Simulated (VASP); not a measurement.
# The (0 0 1) face of TiMo3 in VASP, part 2 of 3

How does the (0 0 1) face of TiMo3 behave as a surface? The start is a computed cell from the Materials Project.

VASP 6.6.1; PBE with D3(BJ); plane waves and PAW (Ti, Mo).

So far. Step 2 (Relaxing the slab): The run ended after 13 ionic steps, 0.094 eV below its first step, once the forces on the free atoms met EDIFFG = -0.03.

### 3. Potential and states of the slab

A static run writes the electrostatic potential without exchange and correlation (LVHAR), which is flat in the vacuum and gives the level to count from. The dipole correction cancels the field that unlike faces would set up across the vacuum.

The input, INCAR:

```
SYSTEM = Ti3Mo7
PREC = Normal
ENCUT = 300
EDIFF = 1E-06
NELM = 120
ISMEAR = 1
SIGMA = 0.05
LREAL = .FALSE.
ALGO = Fast
GGA = PE
IVDW = 12
NBANDS = 51
LORBIT = 11
LWAVE = .TRUE.
LCHARG = .TRUE.
IDIPOL = 3
LDIPOL = .TRUE.
DIPOL = 0.5 0.5 0.497
LVHAR = .TRUE.
LVACPOTAV = .TRUE.
LELF = .TRUE.
NEDOS = 1500
```

The input, POSCAR:

```
Ti3Mo7
1.0
    3.1652099700      0.0000000000      0.0000000000
    0.0000000000      4.4210351800      0.0000000000
    0.0000000000      0.0000000000     23.9501518200
Ti Mo
3 7
Direct
    0.5000000000      0.0000000000      0.3131504200
    0.0000000000      0.5000000000      0.4977769262
    0.5000000000      0.0000000000      0.6790922050
    0.0000000000      0.5000000000      0.3131504200
    0.5000000000      0.5000000000      0.4041122000
    0.0000000000      0.0000000000      0.4090382100
    0.5000000000      0.0000000000      0.4981630632
    0.0000000000      0.0000000000      0.5880265021
    0.5000000000      0.5000000000      0.5911422805
    0.0000000000      0.5000000000      0.6788882630
```

The input, KPOINTS:

```
Automatic mesh
0
Gamma
6 5 1
0 0 0
```

Potentials, in the order of the species: Ti and Mo (PBE family, release 64).

The run is started by

```console
$ mpirun -np 2 vasp_std
```

Output:

```text
[banner, memory and clock lines left out]
running    2 mpi-ranks, on    1 nodes
 distrk:  each k-point on    2 cores,    1 groups
 distr:  one band on    1 cores,    2 groups

 POSCAR found type information on POSCAR TiMo
 POSCAR found :  2 types and      10 ions
 LDA part: xc-table for (Slater+PW92), standard interpolation
|                                                                             |
|           W    W    AA    RRRRR   N    N  II  N    N   GGGG   !!!           |
|           W    W   A  A   R    R  NN   N  II  NN   N  G    G  !!!           |
|           W    W  A    A  R    R  N N  N  II  N N  N  G       !!!           |
|           W WW W  AAAAAA  RRRRR   N  N N  II  N  N N  G  GGG   !            |
|           WW  WW  A    A  R   R   N   NN  II  N   NN  G    G                |
|           W    W  A    A  R    R  N    N  II  N    N   GGGG   !!!           |
|                                                                             |
|     The number of bands has been changed from the values supplied in        |
|     The orbitals not found in the WAVECAR file will be initialized with     |
|     random numbers, which is usually adequate. For correlated               |
|     calculations, however, you should redo the groundstate calculation.     |
|     I found NBANDS = 51. Now, NBANDS = 52.                                  |
|                                                                             |

 POSCAR, INCAR and KPOINTS ok, starting setup
 FFT: planning ... GRIDC
 FFT: planning ... GRID_SOFT
 FFT: planning ... GRID
 WAVECAR not read
 entering main loop
       N       E                     dE             d eps       ncg     rms          rms(c)
DAV:   1     0.204397944353E+03    0.20440E+03   -0.14037E+04  1248   0.549E+02
DAV:   2    -0.713091312796E+02   -0.27571E+03   -0.24446E+03  1384   0.151E+02
DAV:   3    -0.106537355436E+03   -0.35228E+02   -0.32095E+02  1796   0.531E+01
DAV:   4    -0.108458412644E+03   -0.19211E+01   -0.18583E+01  1776   0.130E+01
DAV:   5    -0.108507276688E+03   -0.48864E-01   -0.48541E-01  1704   0.217E+00    0.409E+01
RMM:   6    -0.120579106653E+03   -0.12072E+02   -0.57641E+01  1736   0.268E+01    0.331E+01
RMM:   7    -0.145453688298E+03   -0.24875E+02   -0.35271E+01  1655   0.196E+01    0.339E+01
RMM:   8    -0.256227606664E+03   -0.11077E+03   -0.96941E+01  2092   0.291E+01    0.523E+01
RMM:   9    -0.112852031805E+03    0.14338E+03   -0.19864E+01  1441   0.143E+01    0.202E+01
RMM:  10    -0.101638380194E+03    0.11214E+02   -0.73060E+00  1269   0.107E+01    0.129E+01
RMM:  11    -0.992870977832E+02    0.23513E+01   -0.33737E+00  1422   0.451E+00    0.972E+00
RMM:  12    -0.987584708254E+02    0.52863E+00   -0.85585E-01  1662   0.242E+00    0.875E+00
RMM:  13    -0.986093847641E+02    0.14909E+00   -0.16127E-01  1763   0.106E+00    0.836E+00
RMM:  14    -0.984477751716E+02    0.16161E+00   -0.44219E-02  1558   0.744E-01    0.782E+00
RMM:  15    -0.973891021897E+02    0.10587E+01   -0.92174E-01  2209   0.316E+00    0.423E+00
RMM:  16    -0.970903296492E+02    0.29877E+00   -0.65960E-01  2137   0.259E+00    0.215E+00
RMM:  17    -0.970750897779E+02    0.15240E-01   -0.43656E-02  1596   0.713E-01    0.198E+00
RMM:  18    -0.970368047243E+02    0.38285E-01   -0.84222E-02  1769   0.104E+00    0.135E+00
RMM:  19    -0.970107776835E+02    0.26027E-01   -0.29074E-02  1629   0.454E-01    0.770E-01
RMM:  20    -0.970108923369E+02   -0.11465E-03   -0.21726E-02  1553   0.415E-01    0.660E-01
RMM:  21    -0.970047107984E+02    0.61815E-02   -0.11553E-02  1546   0.394E-01    0.254E-01
RMM:  22    -0.970047085829E+02    0.22155E-05   -0.39415E-03  1627   0.196E-01    0.208E-01
RMM:  23    -0.970042714109E+02    0.43717E-03   -0.24621E-03  1626   0.167E-01    0.126E-01
RMM:  24    -0.970041258569E+02    0.14555E-03   -0.93986E-04  1740   0.736E-02    0.844E-02
RMM:  25    -0.970040864614E+02    0.39395E-04   -0.19395E-04  1758   0.393E-02    0.549E-02
RMM:  26    -0.970040595508E+02    0.26911E-04   -0.85166E-05  1666   0.244E-02    0.314E-02
RMM:  27    -0.970040684655E+02   -0.89147E-05   -0.74619E-05  1700   0.189E-02    0.147E-02
RMM:  28    -0.970040856893E+02   -0.17224E-04   -0.24380E-05  1736   0.123E-02    0.136E-02
RMM:  29    -0.970041122712E+02   -0.26582E-04   -0.10920E-05  1528   0.112E-02    0.659E-03
RMM:  30    -0.970041491295E+02   -0.36858E-04   -0.99721E-06  1554   0.949E-03    0.181E-02
RMM:  31    -0.970041878797E+02   -0.38750E-04   -0.15700E-05  1729   0.142E-02    0.103E-02
RMM:  32    -0.970042111504E+02   -0.23271E-04   -0.37018E-06  1443   0.401E-03    0.987E-03
RMM:  33    -0.970042413544E+02   -0.30204E-04   -0.17633E-06  1175   0.334E-03    0.519E-03
RMM:  34    -0.970042484544E+02   -0.71000E-05   -0.73878E-07  1075   0.228E-03    0.152E-03
RMM:  35    -0.970042533892E+02   -0.49349E-05   -0.48319E-07  1001   0.153E-03    0.151E-03
RMM:  36    -0.970042564745E+02   -0.30852E-05   -0.22943E-07   927   0.120E-03    0.691E-04
RMM:  37    -0.970042568434E+02   -0.36899E-06   -0.39337E-08   638   0.536E-04
|                                                                             |
|           W    W    AA    RRRRR   N    N  II  N    N   GGGG   !!!           |
|           W    W   A  A   R    R  NN   N  II  NN   N  G    G  !!!           |
|           W    W  A    A  R    R  N N  N  II  N N  N  G       !!!           |
|           W WW W  AAAAAA  RRRRR   N  N N  II  N  N N  G  GGG   !            |
|           WW  WW  A    A  R   R   N   NN  II  N   NN  G    G                |
|           W    W  A    A  R    R  N    N  II  N    N   GGGG   !!!           |
|                                                                             |
|     Did not find any points to average over, which means that no vacuum     |
|     field-free region was found. Please increase the size of  your cell     |
|     in the dimension of the dipole correction to obtain accurate            |
|     workfunction values.                                                    |
|                                                                             |

   1 F= -.10257493E+03 E0= -.10257476E+03  d E =-.518948E-03
 writing wavefunctions
```

The job ended after 52 s (2 MPI ranks of AMD EPYC 9R14 (Zen 4), shared host; peak memory 0.32 GiB).

Parts of OUTCAR (step 3):

```text
 Subroutine GETGRP returns: Found  4 space group operations
 (whereof  4 operations were pure point group operations)

The static configuration has the point symmetry C_2v.

 Found     12 irreducible k-points:

   k-points           NKPTS =     12   k-points in BZ     NKDIM =     12   number of bands    NBANDS=     52

   NELECT =      54.0000    total number of electrons

 dipolmoment           0.000000      0.000000     -0.005699 electrons x Angstroem

 E-fermi :   0.3245

 k-point     1 :       0.0000    0.0000    0.0000
  band No.  band energies     occupation
    ...
     22      -0.2395      2.00000
     23      -0.2163      2.00000
     24      -0.1900      2.00000
     25      -0.0630      2.00000
     26      -0.0279      2.00000
     27       0.8232     -0.00000
     28       0.8782     -0.00000
     29       1.1965     -0.00000
     30       1.5319      0.00000
     31       1.6775      0.00000
    ...

 k-point     2 :       0.1667    0.0000    0.0000
  band No.  band energies     occupation
    ...
     22      -0.5802      2.00000
     23      -0.3702      2.00000
     24      -0.0570      2.00000
     25      -0.0378      2.00000
     26       0.0057      2.00000
     27       0.3508      0.23176
     28       0.7539     -0.00000
     29       1.0355     -0.00000
     30       1.1266     -0.00000
     31       1.4122      0.00000
    ...

 Edisp (eV)   -5.57067

  Total     -12.26796   -11.58337    -2.91676     0.00000     0.00000     0.00000
  in kB     -58.64731   -55.37463   -13.94367     0.00000     0.00000     0.00000
  external pressure =      -42.66 kB  Pullay stress =        0.00 kB

 POSITION                                       TOTAL-FORCE (eV/Angst)
 -----------------------------------------------------------------------------------
      1.58260      0.00000      7.50000         0.000000      0.000000      0.500508
      0.00000      2.21052     11.92183         0.000000      0.000000      0.002732
      1.58260      0.00000     16.26436         0.000000      0.000000      0.010477
      0.00000      2.21052      7.50000         0.000000      0.000000      0.610622
      1.58260      2.21052      9.67855         0.000000      0.000000     -0.274789
      0.00000      0.00000      9.79653         0.000000      0.000000     -0.843592
      1.58260      0.00000     11.93108         0.000000      0.000000      0.000262
      0.00000      0.00000     14.08332         0.000000      0.000000      0.000043
      1.58260      2.21052     14.15795         0.000000      0.000000     -0.003952
      0.00000      2.21052     16.25948         0.000000      0.000000     -0.002309
 -----------------------------------------------------------------------------------
    total drift:                                0.000000      0.000000     -0.000038

  FREE ENERGIE OF THE ION-ELECTRON SYSTEM (eV)
  ---------------------------------------------------
  free  energy   TOTEN  =      -102.5749316914 eV

  energy  without entropy=     -102.5744127435  energy(sigma->0) =     -102.57475871

 vacuum level on the upper side and lower side of the slab         4.718         4.792

 total charge
# of ion       s       p       d       tot
------------------------------------------
    1        0.529   0.540   2.468   3.538
    2        0.565   0.768   2.570   3.903
    3        0.544   0.558   2.520   3.622
    4        0.486   0.298   4.415   5.199
    5        0.531   0.513   4.384   5.427
    6        0.534   0.514   4.385   5.433
    7        0.522   0.509   4.465   5.496
    8        0.541   0.524   4.422   5.486
    9        0.542   0.528   4.422   5.492
   10        0.498   0.311   4.458   5.267
--------------------------------------------------
tot          5.293   5.060  38.510  48.863

[... 6 parts as in an earlier step ...]

[... 5 further parts left out ...]
```

This step gave:

```
electronic cycles                          : 37
Fermi energy                               : 0.3245 eV
DOS at the Fermi level                     : 12.54 states/eV/cell
dipole moment                              : 0, 0, -0.005699 e·Å
vacuum levels                              : 4.718, 4.792 eV
work functions of the upper and lower face : 4.393, 4.467 eV
```

The density of states has structure finer than the step of the table below, so its rows give means over 0.5 eV, whole bins alone (the curve runs from -6.88 to 5.67 eV). Peaks (eV: height): total -3.29: 26.1, 2.42: 33.9, 2.62: 28.4, 3.23: 27.1; Ti p -0.95: 1.28, -0.68: 1.21, 0.16: 1.95, 0.44: 1.12; Ti d 2.42: 12.5, 2.62: 9.80, 2.82: 9.61, 3.23: 12.5; Mo s -4.17: 2.43, -4.10: 2.62, -3.77: 2.47, -3.29: 3.49; Mo p -1.08: 1.84, -0.70: 1.64, -0.49: 1.79, 0.16: 2.14.

Density of states against energy, zero at the Fermi level; means over each step; values in states/eV/cell:

```
energy (eV)   total     Ti p     Ti d     Mo s     Mo p     Mo d
       -6.5   0.136  0.00120   1.5e-5   0.0827  0.00130   7.4e-4
       -6.0   0.446  0.00868   5.9e-4    0.258   0.0160  0.00315
       -5.5   0.755   0.0207  0.00283    0.415   0.0378   0.0200
       -5.0    1.10   0.0434  0.00665    0.510   0.0656    0.145
       -4.5    2.59   0.0864   0.0733    0.808    0.165    0.819
       -4.0    9.55    0.232    0.581     1.55    0.386     5.15
       -3.5    13.1    0.397    0.964     1.47    0.669     7.44
       -3.0    10.2    0.402    0.929    0.836    0.596     5.99
       -2.5    10.7    0.287     1.07    0.343    0.534     7.78
       -2.0    15.1    0.354     2.33    0.193    0.836     10.1
       -1.5    11.4    0.367     2.14    0.188    0.664     7.06
       -1.0    14.1    0.698     2.44    0.310    1.000     8.24
       -0.5    13.3    0.606     2.88    0.250    0.974     6.83
        0.0    9.89    0.694     2.71    0.197    0.974     3.50
        0.5    6.69    0.371     1.86   0.0576    0.589     2.90
        1.0    10.3    0.382     3.07    0.143    0.599     4.90
        1.5    13.2    0.344     4.27    0.156    0.558     6.55
        2.0    16.4    0.264     5.57    0.103    0.442     8.89
        2.5    18.7    0.225     6.94    0.114    0.330     10.1
        3.0    16.9    0.224     6.36    0.133    0.250     9.17
        3.5    8.17    0.218     2.70   0.0936    0.287     4.42
        4.0    4.88    0.232     1.29    0.122    0.287     2.56
        4.5  0.0774   5.7e-5  0.00422  -1.5e-5   1.1e-4   0.0717
        5.0   0.185   0.0381   0.0174   1.2e-5   0.0313   0.0882
```

The planar average of the electrostatic potential oscillates, so the rows of the table below give means over windows of 2.22 Å about each position, cut where the curve ends. Its maxima inside the range that stand out by 2 % of the span (Å: eV): 8.5: -1.57, 10.9: -1.94, 13.0: -1.92, 15.2: -2.42. Its minima: 7.5: -7.94, 9.8: -10.6, 12.0: -7.86, 14.1: -10.6, 16.3: -8.00.

Zero at the Fermi level. Table of planar average of the electrostatic potential by height; means over each step:

```
height (Å)  planar average of the electrostatic potential (eV)
      1.11                                                4.47
      3.33                                                4.46
      5.55                                                2.91
      7.77                                               -4.94
      9.99                                               -6.45
     12.21                                               -4.99
     14.43                                               -6.61
     16.65                                               -4.22
     18.87                                                4.02
     21.09                                                4.39
     23.31                                                4.40
```

Density of states in the PAW spheres, an atom over height of the layer and energy from the Fermi level.

Ten even steps from '_' (0.00 states/eV) to '@' (1.82 states/eV), each cell a mean:
```
++::--::--::==
**--::==::::##
##====++====##
%%++==**====%%
##**##########
**++++**++==++
##%%@@**######
==%%##++%%@@==
--****--****--
==##%%==%%##==
--%%%%++%%%%==
::++**++##**::
..------====..
__....__....__
______________
______________
______________
______________
______________
______________
______________
______________
```
Columns: height of the layer (Å) from 7.5 to 16.3 (not evenly spaced); rows upwards: energy from the Fermi level (eV) from -7.9 to 0.5.

Force by atom:

```
atom  x (eV/Å)  y (eV/Å)  z (eV/Å)   size
 Ti1     0.000     0.000     0.501  0.501
 Ti2     0.000     0.000     0.003  0.003
 Ti3     0.000     0.000     0.010  0.010
 Mo4     0.000     0.000     0.611  0.611
 Mo5     0.000     0.000    -0.275  0.275
 Mo6     0.000     0.000    -0.844  0.844
 Mo7     0.000     0.000     0.000  0.000
 Mo8     0.000     0.000     0.000  0.000
 Mo9     0.000     0.000    -0.004  0.004
Mo10     0.000     0.000    -0.002  0.002
```

Electrostatic potential energy in the ca plane at fractional y = 0.000, with atoms of Ti and Mo within 0.2 Å of it. With pseudopotentials it is smooth inside the atoms' cores, unlike the true potential.

Values in eV, 5 rows by 16 columns, each cell a mean:
```
  5   5   5   5   5   4   2  -3  -3 -19 -17  -4  -4 -14 -21  -4
  5   5   5   5   5   4  -3 -10  -5  -6  -5 -15 -17  -5  -7  -6
  5   5   5   5   5   4  -5 -13  -6   0  -1 -20 -22  -2   0  -6
  5   5   5   5   5   4  -1  -8  -4 -10  -9 -11 -13  -8 -12  -5
  5   5   5   5   5   5   3   0  -2 -22 -19  -1  -1 -16 -23  -4
```
Columns run along c (16.0 Å, from fractional 0.00 to 0.67 of the cell; values clipped at the 3rd and 97th percentile), rows up along a (3.2 Å). Atoms in or near the plane, at fractional coordinates: Ti at (0.31, 0.50), Mo at (0.41, 0.00), Mo at (0.50, 0.50), Mo at (0.59, 0.00).

Valence density in the ca plane at fractional y = 0.000, with atoms of Ti and Mo within 0.2 Å of it. It is the smooth field of the valence electrons, not physical close to the nuclei.

Ten even steps from '0' (0.0 e/Å³) to '9' (1.2 e/Å³), each cell a mean:
```
00000000000000000001111236887532222246887421
00000000000000000001111124544333333334554322
00000000000000000013553222222235666422222223
00000000000000000015984212222246997422222224
00000000000000000014773212222246887422222223
00000000000000000012332123333334554333333222
00000000000000000001111235666432222235666321
00000000000000000001111236997532222246997421
```
Columns run along c (16.0 Å, from fractional 0.00 to 0.67 of the cell), rows up along a (3.2 Å). Atoms in or near the plane, at fractional coordinates: Ti at (0.31, 0.50), Mo at (0.41, 0.00), Mo at (0.50, 0.50), Mo at (0.59, 0.00).

ELF in the ca plane at fractional y = 0.000, with atoms of Ti and Mo within 0.2 Å of it. It is the smooth field of the valence electrons, not physical close to the nuclei.

Ten even steps from '0' (0.00) to '9' (0.66), each cell a mean:
```
00000000000002468875445542000356435641001356
00000000000001234432112443102454113553102443
00000000000000111110001355324542001454224541
00000000000000000000000267656531000246667630
00000000000000011000000266435541001355445630
00000000000001123221001454213553102554113542
00000000000001356754224542001455324552001455
00000000000012479997667531000257656631000357
```
Columns run along c (16.0 Å, from fractional 0.00 to 0.67 of the cell), rows up along a (3.2 Å). Atoms in or near the plane, at fractional coordinates: Ti at (0.31, 0.50), Mo at (0.41, 0.00), Mo at (0.50, 0.50), Mo at (0.59, 0.00).

The density of states holds every band computed, so its fall toward the upper end of the range is no gap.

The map of layer states is cut here 0.5 eV above the Fermi level, so it leaves out the states above that.

The vacuum level lies 4.39 eV above the Fermi level at the upper face; the two faces differ by 0.07 eV, the step that the slab's dipole of -0.006 e·Å makes.

The program found no field-free point at its default tolerance, but its printed level agrees with the flat part of the planar average.

On this mesh the fine structure of the density of states is sampling noise, and high empty states may be cut by the number of bands.

(Part 2 of 3 ends here.)

[Lines on the potential files, build, host, timing and source positions are cut from VASP's logs without a mark.]

[Logs are printed without paths, hosts, clocks, repeated set-up lines and the standing remarks that a program may print on its own settings, such as how far it seeks lower states.]

[Hosts, paths, dates, database ids (printed as entryN), source tags and the programs' standing remarks are cut or masked in the printed files.]

[In band tables of VASP the shares of atoms and orbitals are scaled to a sum of 1 inside the atoms' spheres.]

[Runs that stopped without an error message from VASP are left out.]
